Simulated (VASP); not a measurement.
Crystal: GaP.

```
Ga P
1.0
     3.78124    0.00000    0.00000
    -1.89062    3.27465    0.00000
     0.00000    0.00000    5.07087
Ga P
2 2
Direct
  0.00000 0.00000 0.00000
  0.00000 0.00000 0.50000
  0.33333 0.66667 0.25000
  0.66667 0.33333 0.75000
```

The cell was built by a generator and needn't be a form met in nature.

The cell isn't the ideal one: species swapped into the CoSb type (P6_3/mmc, No. 194).

| Item | Value |
| --- | --- |
| Program | VASP 6.6.1 |
| Task | relaxation of cell and atoms |
| Functional | PBE |
| Potentials or basis | VASP PAW PBE potentials, release 64 (Ga_d, P) |
| Cutoff | 600 eV |
| k mesh | 6 × 6 × 4 |
| Occupations | gaussian, width 0.1 eV |
| Spin | no spin polarisation |

At the start: pressure 14.3 GPa; volume 15.70 Å³/atom.

How do energy, volume and symmetry change on relaxing?

Over 10 steps the energy falls by 238.9 meV/atom and the volume is 17.37 Å³/atom (+10.7 %); space group P6_3/mmc (No. 194, to 0.05 Å).

The path:
```
step  energy change (eV)  largest force (eV/Å)  pressure (GPa)  volume (Å³)
   1              0.0000                0.0000           14.31        62.79
   2             -0.6821                0.0000           -5.16        76.12
   3             -0.7036                0.0000           -3.04        73.70
   4             -0.8514                0.0000           -1.65        71.37
   5             -0.9292                0.0000            1.80        68.14
   6             -0.9226                0.0000            3.90        66.60
   7             -0.9330                0.0000            2.71        67.49
   8             -0.9431                0.0000           -0.69        69.89
   9             -0.9539                0.0000            0.65        68.89
  10             -0.9558                0.0000           -0.06        69.50
```

Final structure:
```xyz
4
Lattice="3.5939 0.0000 0.0000 -1.7969 3.1124 0.0000 0.0000 0.0000 6.2130" Properties=species:S:1:pos:R:3 pbc="T T T"
Ga    0.0000    0.0000    0.0000
Ga    0.0000    0.0000    3.1065
P     0.0000    2.0749    1.5533
P     1.7969    1.0375    4.6598
```
